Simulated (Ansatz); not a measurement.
HCOOH on a (110) slab of W (Im-3m (No. 229)), 3 planes, outer planes W (top) and W (bottom), 1 a cell of 28.2 Å², relaxed and still whole (its atoms last):

```xyz
17
Lattice="5.4722 0.0000 0.0000 -1.8241 5.1592 0.0000 0.0000 0.0000 25.3631" Properties=species:S:1:pos:R:3 pbc="T T T"
W     0.9120    1.2898    8.0000
W     0.0000    3.8694    8.0000
W     3.6481    1.2898    8.0000
W     2.7361    3.8694    8.0000
W     1.8419    2.5647   10.1857
W     2.7340   -0.0019   10.1680
W    -0.9106    2.5799   10.1769
W    -0.0172    0.0127   10.1876
W     2.7422    3.8566   12.3297
W     3.6480    1.2826   12.5250
W     0.0060    3.8679   12.3433
W     0.9193    1.2828   12.3394
O     4.0226    3.1529   15.4657
C     3.8395    1.8727   15.6016
O     3.6820    1.0449   14.6842
H     4.0454    3.3668   14.4292
H     3.8284    1.5256   16.6456
```

All numbers below come from DFT PBE+D3(BJ), scalar-relativistic, plane waves, PAW (Ansatz). Plane waves to 420 eV, a k mesh through Γ of 4×4×1 on the computed 17-atom cell and Gaussian smearing (0.10 eV); no spin polarisation. The cell repeats along c with a dipole correction in the vacuum.

It binds with 1.07 eV a molecule against the clean slab and the free molecule (no zero-point or thermal terms); its shortest contact is O–W 2.17 Å. Take first-order desorption with no barrier to adsorption, no reaction on the face and an assumed prefactor of 10^13 s⁻¹.

Question: How long does a molecule stay at 473 K?

Answer: τ = ν⁻¹·exp(E/k_BT) with k_BT = 0.0408 eV: E/k_BT = 26.3, so τ ≈ 3×10^-2 s. At about one hit a site a second (10⁻⁶ mbar) the coverage is near τ × 1 s⁻¹, so a layer needs roughly 4×10^-5 mbar.

Question: Where does its peak lie in a desorption experiment heated at 2 K/s?

Answer: The peak obeys E/(k_B·T_p²) = (ν/β)·exp(−E/k_BT_p). Solving gives T_p ≈ 391 K (E/k_BT_p = 31.8). An error of 0.1 eV in E moves it by about 37 K, and larger molecules have larger prefactors, which lowers it.

Question: Is this physisorption or chemisorption?

Answer: The tightest contact, O–W 2.17 Å, is 0.95 times the sum of covalent radii, and deformation and lateral interaction add up to +0.31 eV. This is chemisorption.

The molecule may also break up before it leaves, which wasn't tried.

Spin polarisation was left out, and a magnetic state may lie lower.